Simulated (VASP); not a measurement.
## Nb: single point with r2SCAN

Nb, a slab with vacuum:

```
Nb
1.0
     2.97893    0.00000    0.00000
     0.00000    2.97893    0.00000
     0.00000    0.00000   25.53211
Nb
6
Cartesian
  1.4895 1.4895 7.5000
  0.0000 0.0000 9.6064
  1.4895 1.4895 11.7128
  0.0000 0.0000 13.8193
  1.4895 1.4895 15.9257
  0.0000 0.0000 18.0321
```

The slab is cut from a database's or a generator's crystal, which needn't be the stable form of the element.

The cell isn't the ideal one: (1 0 0) slab cut from the bulk.

```
Program             : VASP 6.6.1
Task                : single point
Functional          : r2SCAN
Potentials or basis : VASP PAW PBE potentials, release 64 (Nb_sv)
Cutoff              : 520 eV
k mesh              : 12 × 12 × 1
Occupations         : gaussian, width 0.1 eV
Spin                : no spin polarisation
```

| Property | Result |
| --- | --- |
| Largest force | 0.680 eV/Å |
| Band gap on the k mesh | none (metal or under the smearing width) |

Forces in eV/Å, atoms in the order of the input:
```
Nb   0.000  0.000  0.349
Nb   0.000  0.000 -0.680
Nb   0.000  0.000  0.395
Nb   0.000  0.000 -0.395
Nb   0.000  0.000  0.680
Nb   0.000  0.000 -0.349
```

Levels at points of the mesh, in eV from the Fermi level:
```tsv
k point	band 36	band 37	band 38	band 39	band 40	band 41	band 42	band 43
(0.00, 0.00, 0.00)	-0.26	-0.15	-0.13	0.29	0.29	0.75	0.75	1.13
(0.50, 0.00, 0.00)	-0.59	-0.21	-0.21	0.12	0.12	0.15	0.15	0.62
(0.50, 0.50, 0.00)	-1.68	-0.33	-0.33	1.33	1.33	2.12	2.12	3.18
```

It took 23 min on 1 thread of Intel(R) Xeon(R) 6975P-C (Granite Rapids), with other jobs on the host, peak memory 0.49 GiB.

Caveat: the PAW data sets were made with another functional, which shifts forces and pressure a little.
